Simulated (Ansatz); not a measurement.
Data:

Relaxed Ti₃SiC₂ (MAX-312 type, space group P6_3/mmc):

```xyz
12
Lattice="3.0728 0.0000 0.0000 -1.5364 2.6611 0.0000 0.0000 0.0000 17.7228" Properties=species:S:1:pos:R:3 pbc="T T T"
Ti     0.0000     0.0000     0.0000
Ti     0.0000     0.0000     8.8614
Ti     0.0000     1.7741     2.3906
Ti     1.5364     0.8870    11.2520
Ti     1.5364     0.8870    15.3322
Ti     0.0000     1.7741     6.4708
Si     0.0000     0.0000     4.4307
Si     0.0000     0.0000    13.2921
C      0.0000     1.7741    10.1433
C      1.5364     0.8870     1.2819
C      1.5364     0.8870     7.5795
C      0.0000     1.7741    16.4410
```

The atoms are displaced by Q × the pattern below (from a DFPT mode at Γ, largest move 1; Q in Å), at fixed cell. It is one choice among 3 degenerate patterns.

```
atom      x      y       z
----  -----  -----  ------
Ti3   0.000  0.000  -1.000
Ti4   0.000  0.000  -1.000
Ti5   0.000  0.000   1.000
Ti6   0.000  0.000   1.000
C9    0.000  0.000  -0.497
C10   0.000  0.000  -0.497
C11   0.000  0.000   0.497
C12   0.000  0.000   0.497
```

Atoms not listed stay in place.

Computed with PBE (plane waves to 420 eV, PAW, scalar-relativistic; Ansatz, a program for electronic structure). k mesh 14×14×3 (Γ-centred), Fermi-Dirac smearing 0.05 eV. The energy includes the smearing's −TS. With partly filled bands, energies and forces of such displacements shift with the k mesh and the smearing. Ti3SiC2 is run without spin polarisation. Ti3SiC2 was relaxed with its symmetry unable to fall. ΔE is measured from the undisplaced structure.

The scan covers Q from -0.280 to 0.280 Å in 13 points.

### Question
Is this a single well or a double well?

### Answer
A single well with its minimum at or next to zero displacement.

### Question
Is the energy the same for displacements of ±0.280 Å, and if not, which side lies higher?

### Answer
Not even: the positive side lies higher at ±0.280 Å.

### Question
What is the energy change at Q = 0.280 Å?

### Answer
2243 meV/cell.

### Question
What harmonic wavenumber does the curvature at Q = 0 give?

### Answer
275 cm⁻¹.

(For displaced atoms, the force is minus the slope of the energy, and its curvature is a force constant, which sets phonon frequencies.)
